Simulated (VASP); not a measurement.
C:

```
C
1.0
     2.52210    0.00000    0.00000
    -1.26105    2.18420    0.00000
     0.00000    0.00000    8.23710
C
8
Direct
  0.66667 0.33333 0.84375
  0.33333 0.66667 0.34375
  0.66667 0.33333 0.65625
  0.33333 0.66667 0.15625
  0.00000 0.00000 0.90625
  0.00000 0.00000 0.40625
  0.00000 0.00000 0.59375
  0.00000 0.00000 0.09375
```

This is a hexagonal form of diamond, not graphite.

```yaml
Program: VASP 6.6.1
Task: relaxation of cell and atoms
Functional: PBE
Dispersion: D3
Potentials_or_basis: VASP PAW PBE potentials, release 64 (C)
Cutoff: 600 eV
k_mesh: 12 × 12 × 4
Occupations: fermi-dirac, width 0.05 eV
Spin: no spin polarisation
```

At the start: pressure -0.8 GPa; volume 5.67 Å³/atom.

**Question.** How do energy, volume and symmetry change on relaxing?

**Answer.** Over 6 steps the energy falls by 2.4 meV/atom and the volume is 5.66 Å³/atom (-0.2 %); space group P6_3/mmc (No. 194, to 0.05 Å).

The path:
```
step  energy change (eV)  largest force (eV/Å)  pressure (GPa)  volume (Å³)
   1              0.0000                0.3196           -0.77        45.38
   2              0.0129                0.4512            1.19        45.19
   3             -0.0187                0.0488           -0.11        45.30
   4             -0.0187                0.0420           -0.12        45.30
   5             -0.0187                0.0539            0.09        45.28
   6             -0.0188                0.0077           -0.01        45.29
```

Final structure:
```xyz
8
Lattice="2.5124 0.0000 0.0000 -1.2562 2.1758 0.0000 0.0000 0.0000 8.2843" Properties=species:S:1:pos:R:3 pbc="T T T"
C     1.2562    0.7253    6.9955
C     0.0000    1.4506    2.8534
C     1.2562    0.7253    5.4309
C     0.0000    1.4506    1.2888
C     0.0000    0.0000    7.5140
C     0.0000    0.0000    3.3718
C     0.0000    0.0000    4.9125
C     0.0000    0.0000    0.7703
```
